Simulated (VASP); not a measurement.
# CuI (Marshite) (F-43m) in VASP: further runs, part 2 of 2

VASP 6.6.1. The steps go on from the part before.

### Step 4. Optical spectrum, PBE

The input, INCAR:

```
PREC = Accurate ; ENCUT = 520
EDIFF = 1E-7 ; ISMEAR = 0
SIGMA = 0.03 ; LREAL = False
LASPH = True ; NELM = 80
ALGO = Fast ; ISIF = 2
LWAVE = False ; LCHARG = False
GGA = PE ; LOPTICS = True
NBANDS = 57 ; NEDOS = 1000
CSHIFT = 0.1
```

The input, KPOINTS:

```
regular mesh
0
Gamma
  8 8 8
```

The input, POSCAR:

```
CuI                                     
1.0
    0.0000000000      2.9729987622      2.9729987622
    2.9729987622      0.0000000000      2.9729987622
    2.9729987622      2.9729987622      0.0000000000
  Cu              I             
     1     1
Direct
     0.2500000000000000    0.2500000000000000    0.2500000000000000
     0.0000000000000000    0.0000000000000000    0.0000000000000000
```

Potentials or basis: VASP PAW PBE potentials, release 64 (Cu, I).

Started as:

```sh
$ cat potpaw_PBE.64/Cu/POTCAR potpaw_PBE.64/I/POTCAR > POTCAR
$ mpirun -np 1 vasp_std > vasp.out
```

OUTCAR:

```text
PREC = Accurate
   ENCUT = 520
   EDIFF = 1E-7
   ISMEAR = 0
   LREAL = False
   LASPH = True
   NELM = 80
   ISIF = 2
   GGA = PE

 ion  position               nearest neighbor table
   1  0.250  0.250  0.250-   2 2.57   2 2.57   2 2.57   2 2.57
   2  0.000  0.000  0.000-   1 2.57   1 2.57   1 2.57   1 2.57

  LATTYP: Found a face centered cubic cell.
 ALAT       =     5.9459975244

  Lattice vectors:

 A1 = (   0.0000000000,   2.9729987622,   2.9729987622)
 A2 = (   2.9729987622,   0.0000000000,   2.9729987622)
 A3 = (   2.9729987622,   2.9729987622,   0.0000000000)

Analysis of symmetry for initial positions (statically):
=====================================================================
 Subroutine PRICEL returns:
 Original cell was already a primitive cell.

 Routine SETGRP: Setting up the symmetry group for a
 face centered cubic supercell.
[... 772 lines left out ...]
     2.972998762  0.000000000  2.972998762     0.168180359 -0.168180359  0.168180359
     2.972998762  2.972998762  0.000000000     0.168180359  0.168180359 -0.168180359

 POSITION                                       TOTAL-FORCE (eV/Angst)
 -----------------------------------------------------------------------------------
      1.48650      1.48650      1.48650        -0.000000      0.000000      0.000000
      0.00000      0.00000      0.00000         0.000000     -0.000000     -0.000000
 -----------------------------------------------------------------------------------
    total drift:                                0.000001      0.000001      0.000001

  FREE ENERGIE OF THE ION-ELECTRON SYSTEM (eV)
  ---------------------------------------------------
  free  energy   TOTEN  =        -5.5286611816 eV

  energy  without entropy=       -5.5286611816  energy(sigma->0) =       -5.52866118

 electrical conductivity sigma (Mega S m-1) (frequency dependency in vasprun.xml)
  --------------------------------------------------------------------------------------
       0.000       0.000      -0.000
       0.000       0.000       0.000
      -0.000       0.000       0.000

  frequency dependent IMAGINARY DIELECTRIC FUNCTION (independent particle, no local field effects) density-density
     E(ev)      X         Y         Z        XY        YZ        ZX
  --------------------------------------------------------------------------------------------------------------
     0.00000     0.00000     0.00000     0.00000     0.00000     0.00000     0.00000
     0.75699     0.09644     0.09644     0.09644     0.00000    -0.00000    -0.00000
     1.51398     0.46615     0.46615     0.46615     0.00000    -0.00000    -0.00000
     2.27097     1.54327     1.54327     1.54327     0.00000    -0.00000    -0.00000
     3.02796     3.57583     3.57583     3.57583     0.00000    -0.00000    -0.00000
     3.78495     5.75323     5.75323     5.75323     0.00000    -0.00000     0.00000
[... 92 lines left out ...]
    74.18511     0.00019     0.00019     0.00019     0.00000    -0.00000    -0.00000
    74.94210     0.00018     0.00018     0.00018     0.00000    -0.00000    -0.00000

  frequency dependent      REAL DIELECTRIC FUNCTION (independent particle, no local field effects) density-density
     E(ev)        X           Y           Z          XY          YZ          ZX
  --------------------------------------------------------------------------------------------------------------
     0.00000     6.95684     6.95684     6.95684     0.00000    -0.00000    -0.00000
     0.75699     7.24499     7.24499     7.24499     0.00000    -0.00000    -0.00000
     1.51398     7.06907     7.06907     7.06907    -0.00000    -0.00000     0.00000
     2.27097     6.91749     6.91749     6.91749    -0.00000    -0.00000     0.00000
     3.02796     6.03973     6.03973     6.03973     0.00000    -0.00000     0.00000
     3.78495     7.05387     7.05387     7.05387    -0.00000    -0.00000     0.00000
[... 92 lines left out ...]
    74.18511     0.93665     0.93665     0.93665     0.00000     0.00000    -0.00000
    74.94210     0.93806     0.93806     0.93806     0.00000     0.00000    -0.00000

  frequency dependent IMAGINARY DIELECTRIC FUNCTION (independent particle, no local field effects) current-current
     E(ev)      X         Y         Z        XY        YZ        ZX
  --------------------------------------------------------------------------------------------------------------
     0.00000    15.75253    15.75253    15.75253     0.00000    -0.00000    -0.00000
     0.75699     1.74721     1.74721     1.74721     0.00000    -0.00000    -0.00000
     1.51398     1.26560     1.26560     1.26560     0.00000    -0.00000    -0.00000
     2.27097     2.05430     2.05430     2.05430     0.00000    -0.00000    -0.00000
     3.02796     3.89738     3.89738     3.89738    -0.00000     0.00000    -0.00000
     3.78495     6.07082     6.07082     6.07082    -0.00000    -0.00000     0.00000
[... 92 lines left out ...]
    74.18511     0.00002     0.00002     0.00002    -0.00000     0.00000     0.00000
    74.94210     0.00002     0.00002     0.00002    -0.00000     0.00000     0.00000

  frequency dependent      REAL DIELECTRIC FUNCTION (independent particle, no local field effects) current-current
     E(ev)        X           Y           Z          XY          YZ          ZX
  --------------------------------------------------------------------------------------------------------------
     0.00000     6.94265     6.94265     6.94265    -0.00000    -0.00000     0.00000
     0.75699     7.22089     7.22089     7.22089    -0.00000    -0.00000     0.00000
     1.51398     7.00915     7.00915     7.00915    -0.00000     0.00000     0.00000
     2.27097     6.77711     6.77711     6.77711    -0.00000     0.00000    -0.00000
     3.02796     5.79776     5.79776     5.79776    -0.00000    -0.00000     0.00000
     3.78495     6.74436     6.74436     6.74436    -0.00000    -0.00000     0.00000
[... 92 lines left out ...]
    74.18511     0.93666     0.93666     0.93666     0.00000     0.00000     0.00000
    74.94210     0.93807     0.93807     0.93807     0.00000     0.00000     0.00000
```

OSZICAR:

```text
N       E                     dE             d eps       ncg     rms          rms(c)
DAV:   1     0.119301701192E+03    0.11930E+03   -0.53058E+03  4555   0.340E+02
DAV:   2     0.133440942593E+02   -0.10596E+03   -0.84895E+02  3885   0.116E+02
DAV:   3    -0.524067156490E+01   -0.18585E+02   -0.17324E+02  3857   0.333E+01
DAV:   4    -0.577560743438E+01   -0.53494E+00   -0.53369E+00  3995   0.589E+00
DAV:   5    -0.578315103197E+01   -0.75436E-02   -0.75421E-02  4052   0.697E-01    0.579E+00
RMM:   6    -0.570706390488E+01    0.76087E-01   -0.41198E-01  4675   0.291E+00    0.354E+00
RMM:   7    -0.553296867707E+01    0.17410E+00   -0.36118E-02  4754   0.863E-01    0.205E+00
RMM:   8    -0.552842935321E+01    0.45393E-02   -0.53900E-03  4611   0.239E-01    0.178E-01
RMM:   9    -0.552854420404E+01   -0.11485E-03   -0.11560E-03  5310   0.900E-02    0.839E-02
RMM:  10    -0.552860782218E+01   -0.63618E-04   -0.14418E-04  5245   0.316E-02    0.695E-02
RMM:  11    -0.552866599930E+01   -0.58177E-04   -0.31071E-05  4603   0.193E-02    0.217E-02
RMM:  12    -0.552866064695E+01    0.53524E-05   -0.11423E-05  5169   0.106E-02    0.297E-03
RMM:  13    -0.552866103263E+01   -0.38567E-06   -0.25630E-06  5327   0.391E-03    0.176E-03
RMM:  14    -0.552866126408E+01   -0.23145E-06   -0.49809E-07  5303   0.167E-03    0.179E-03
RMM:  15    -0.552866118157E+01    0.82514E-07   -0.39510E-08  4854   0.672E-04
   1 F= -.55286612E+01 E0= -.55286612E+01  d E =-.154323E-14
 imaginary and real dielectric function
```

stdout:

```text
POSCAR found type information on POSCAR CuI
 POSCAR found :  2 types and       2 ions
 scaLAPACK will be used
 LDA part: xc-table for (Slater+PW92), standard interpolation
 POSCAR, INCAR and KPOINTS ok, starting setup
 FFT: planning ... GRIDC
 FFT: planning ... GRID_SOFT
 FFT: planning ... GRID
 WAVECAR not read
 entering main loop
WARNING in EDDRMM: call to ZHEGV failed, returncode =   6  3     47
WARNING in EDDRMM: call to ZHEGV failed, returncode =   8  4     43
WARNING in EDDRMM: call to ZHEGV failed, returncode =   6  3     46
WARNING in EDDRMM: call to ZHEGV failed, returncode =   8  4     44
 num prob  num prob WARNING in EDDRMM: call to ZHEGV failed, returncode =   8  4     29
 num prob  num prob  num prob  num prob  num prob  num prob  num prob  num prob  num prob WARNING in EDDRMM: call to ZHEGV failed, returncode =   6  3     29
 num prob WARNING in EDDRMM: call to ZHEGV failed, returncode =   6  3     44
 num prob  num prob WARNING in EDDRMM: call to ZHEGV failed, returncode =   6  3     28
 num prob  num prob  num prob  num prob  num prob  num prob  num prob  num prob  num prob  num prob WARNING in EDDRMM: call to ZHEGV failed, returncode =   8  4     42
WARNING in EDDRMM: call to ZHEGV failed, returncode =   8  4     48
 num prob WARNING in EDDRMM: call to ZHEGV failed, returncode =   8  4     36
 num prob  num prob  num prob WARNING in EDDRMM: call to ZHEGV failed, returncode =   6  3     49
 optical routines
 imaginary and real dielectric function
 recalculating local potential from charge density
 direction            1
 direction            2
 direction            3
```

Run time: 62 s. Hardware: 1 thread of Intel Xeon Platinum 8488C (Sapphire Rapids), shared host; peak memory 0.25 GiB.

Results:

```yaml
Free_energy: -5.5287 eV
Pressure: 3.2 GPa
Band_gap_on_the_k_mesh: 1.31 eV, direct
```

Dielectric function (mean over the directions given):
```csv
energy (eV),real part,imaginary part
0.30,7.00,0.03
0.91,7.42,0.15
1.59,7.32,0.38
2.27,6.92,1.54
2.95,6.71,4.70
3.63,8.47,5.62
4.31,10.90,8.24
5.00,4.54,6.39
5.68,6.22,7.35
6.36,1.94,6.05
7.04,-1.43,9.23
7.72,-2.29,8.08
8.40,-1.57,3.10
9.08,-0.70,4.40
9.77,-1.36,3.36
10.45,-1.96,2.00
11.13,-1.36,1.22
11.81,-0.83,1.33
12.49,-0.45,1.01
13.17,-0.20,1.25
13.85,-0.43,0.77
14.53,-0.37,0.75
15.22,-0.13,0.71
15.90,0.00,0.57
16.58,0.00,0.56
17.26,0.06,0.44
17.94,0.02,0.56
18.62,0.16,0.43
19.30,0.21,0.38
19.98,0.18,0.35
```

Caveat: spectra need much finer meshes, so this one isn't converged; independent-particle spectra lack excitons; spin-orbit coupling is left out, which moves the levels of the heavy elements.

### Step 5. Comparison with measurements

Step 3. Measured high-frequency dielectric constant of CuI: 4.84 (a printed reference work, data compilation). This calculation gives 6.44 (+33.1 %). So large a miss can be the level of theory's own, or it may mean another phase, state or a wrong row.
